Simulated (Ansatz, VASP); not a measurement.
## Two plane-wave programs on Ge

```xyz
1
Lattice="1.3971 -2.6005 0.0000 1.3971 2.6005 0.0000 0.0000 0.0000 2.6982" Properties=species:S:1:pos:R:3 pbc="T T T"
Ge    1.3971    0.0000    0.0000
```

This isn't the form of Ge at room conditions, which is diamond.

Alike in both runs: task single point; functional PBE; k mesh 11 × 11 × 10; occupations gaussian, width 0.015 eV; no spin polarisation.

```csv
,VASP,Ansatz
version,VASP 6.6.1,Ansatz 0.2.0
potentials or method,"VASP PAW PBE potentials, release 64 (Ge_d)",Ansatz PAW
plane-wave cutoff (eV),520,420
valence electrons in the cell,14,14
```

|  | VASP | Ansatz | Ansatz less VASP |
| --- | --- | --- | --- |
| gap on the k mesh at the Fermi level (eV) | none | none | - |
| pressure (GPa) | -0.6 | -0.7 | -0.01 |
| largest component of the traceless stress (GPa) | 2.17 | 2.16 | -0.013 |

A gap of «none» marks a metal or a gap that the smearing closes. The functional is the same, so the differences come from potentials, cutoffs and numerics.
